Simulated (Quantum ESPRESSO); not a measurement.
The system is MgO2.

```
Mg O
1.0
     1.60476    0.92651    3.49398
    -1.60476    0.92651    3.49398
     0.00000   -1.85302    3.49398
Mg O
1 2
Direct
  0.00000 0.00000 0.00000
  0.57121 0.57121 0.57121
  0.42879 0.42879 0.42879
```

The cell comes from a database or a generator and needn't be the stable form of this composition.

- Program: Quantum ESPRESSO 7.5
- Task: single point
- Functional: PBEsol
- Potentials or basis: GBRV 1.5 PBEsol
- Cutoff: 612 eV
- Density cutoff: 4898 eV
- k mesh: 10 × 10 × 10
- Occupations: fermi-dirac, width 0.05 eV
- Spin: no spin polarisation

On this cell: pressure -4.4 GPa; largest force 0.136 eV/Å; band gap on the k mesh 2.24 eV, direct.

The same run follows on a disturbed copy (atoms moved at random, drawn with an rms of 0.05 Å):

```xyz
3
Lattice="1.6048 0.9265 3.4940 -1.6048 0.9265 3.4940 0.0000 -1.8530 3.4940" Properties=species:S:1:pos:R:3 pbc="T T T"
Mg    0.0231    0.0136    0.0153
O     0.0130    0.0371    5.9934
O     0.0080   -0.0158    4.5147
```

**Question.** What does the disturbed cell give?

**Answer.** The energy moves by +1.6 meV/atom; pressure -4.0 GPa; largest force 0.244 eV/Å; band gap on the k mesh 2.28 eV, direct.

Forces on the atoms (eV/Å):
```
Mg  -0.082 -0.024 -0.017
O    0.030 -0.128  0.201
O    0.052  0.152 -0.183
```

Stress tensor (GPa, compression positive):
```
-5.13 -0.09  0.05
-0.09 -3.25  0.68
 0.05  0.68 -3.76
```

A k mesh can miss the band edges.
